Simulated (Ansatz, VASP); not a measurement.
**Two plane-wave programs on Sn4Te3**

Contents of INCAR:

```
ALGO = Normal ; DIPOL = 0.5 0.5 0.500
EDIFF = 1E-6 ; ENCUT = 520
GGA = PE ; IDIPOL = 3
ISIF = 2 ; ISMEAR = -1
LASPH = True ; LCHARG = False
LDIPOL = True ; LREAL = False
LWAVE = False ; NBANDS = 46
NELM = 100 ; PREC = Accurate
SIGMA = 0.05
```

The input KPOINTS:

```
k-points
0
Gamma
  7 7 1
```

The input POSCAR:

```
Sn4Te3
1.0
    4.4639651096      0.0000000000      0.0000000000
   -2.2319825548      3.8659071865      0.0000000000
    0.0000000000      0.0000000000     25.9344367482
Sn Te
4 3
Direct
    0.6666666667      0.3333333333      0.2891907803
    0.3333333333      0.6666666667      0.4297302601
    0.0000000000      0.0000000000      0.5702697399
    0.6666666667      0.3333333333      0.7108092197
    0.0000000000      0.0000000000      0.3594605202
    0.6666666667      0.3333333333      0.5000000000
    0.3333333333      0.6666666667      0.6405394798
```

File input.yaml:

```yaml
crystal:
  lattice:
    - [4.4639651096, 0.0, 0.0]
    - [-2.2319825548, 3.8659071865, 0.0]
    - [0.0, 0.0, 25.9344367482]
  atoms:
    - { symbol: Sn, position: [0.6666666667, 0.3333333333, 0.2891907803] }
    - { symbol: Te, position: [0.0, 0.0, 0.3594605202] }
    - { symbol: Sn, position: [0.3333333333, 0.6666666667, 0.4297302601] }
    - { symbol: Te, position: [0.6666666667, 0.3333333333, 0.5] }
    - { symbol: Sn, position: [0.0, 0.0, 0.5702697399] }
    - { symbol: Te, position: [0.3333333333, 0.6666666667, 0.6405394798] }
    - { symbol: Sn, position: [0.6666666667, 0.3333333333, 0.7108092197] }
hamiltonian:
  xc: pbe
  pseudopotentials: { kind: paw }
kpoints:
  mp_grid: { grid: [7, 7, 1] }
scf:
  occupations: { method: fermi_dirac, width: 0.05 }
output:
  forces: true
  eigenvalues: true
  write_density: true
  write_potential: true
  elf: true
  volumetric_format: npy
efield:
  axis: 3
  dipole_correction: true
  ramp_width: 0.04
```

Alike in both runs: functional PBE; k mesh 7 × 7 × 1; occupations fermi-dirac, width 0.05 eV; no spin polarisation.

```csv
,VASP,Ansatz
version,VASP 6.6.1,Ansatz 0.2.0
potentials or method,"VASP PAW PBE potentials, release 64 (Sn_d, Te)",Ansatz PAW
plane-wave cutoff (eV),520,420
valence electrons in the cell,74,104
task,single point,electrostatic potential
```

|  | VASP | Ansatz | Ansatz less VASP |
| --- | --- | --- | --- |
| gap on the k mesh at the Fermi level (eV) | none | none | - |
| rms of the force components (eV/Å) | 0.175 | 0.177 | +0.0019 |

A gap of «none» marks a metal or a gap that the smearing closes. The functional is the same, so the differences come from potentials, cutoffs and numerics. The two sets of potentials don't hold the same shells in valence.

The runs have no spin-orbit coupling, so splittings on Te are missing.
